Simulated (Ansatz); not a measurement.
A run of Ansatz 0.2.0 is set up as follows.

input

```
crystal:
  lattice:
    - [5.8263928781, -2.054648955, 0.0]
    - [5.8263928781, 2.054648955, 0.0]
    - [-1.723233014, 0.0, 4.7713478577]
  atoms:
    - { symbol: In, position: [0.88820325, 0.88820325, 0.04684136] }
    - { symbol: In, position: [0.11179675, 0.11179675, 0.95315864] }
    - { symbol: Se, position: [0.66092759, 0.66092759, 0.66895562] }
    - { symbol: Se, position: [0.33907241, 0.33907241, 0.33104438] }
hamiltonian:
  xc: pbe0
  pseudopotentials: { kind: paw }
kpoints:
  mp_grid: { grid: [6, 6, 4] }
  band_path:
    path:
      - [[0.0, 0.5, 0.0], [0.0, 0.0, 0.0], [0.0, 0.0, -0.5]]
      - [[0.0, 0.5, -0.5], [0.0, 0.0, 0.0], [-0.5, -0.5, 0.5]]
      - [[-0.5, 0.0, 0.5], [0.0, 0.0, 0.0], [-0.5, -0.5, 0.0]]
      - [[-0.5, 0.0, 0.0], [0.0, 0.0, 0.0]]
    npoints: 4
scf:
  occupations: { method: fermi_dirac, width: 0.05 }
  n_extra_bands: 10
output:
  forces: true
  stress: true
  eigenvalues: true
  fatbands: false
```

Estimate the pressure.

-0.5 GPa.

What does it give for the largest force?

0.121 eV/Å.

Forces on the atoms (eV/Å):
```
In  -0.097  0.000  0.012
In   0.097  0.000 -0.012
Se   0.029  0.000  0.118
Se  -0.029  0.000 -0.118
```

Caveat: spin-orbit coupling is left out, which moves the levels of the heavy elements; the PAW data sets come from PBE, with cores solved anew for the run's functional, which leaves a small shift of forces and pressure; the thresholds are loose for stress.
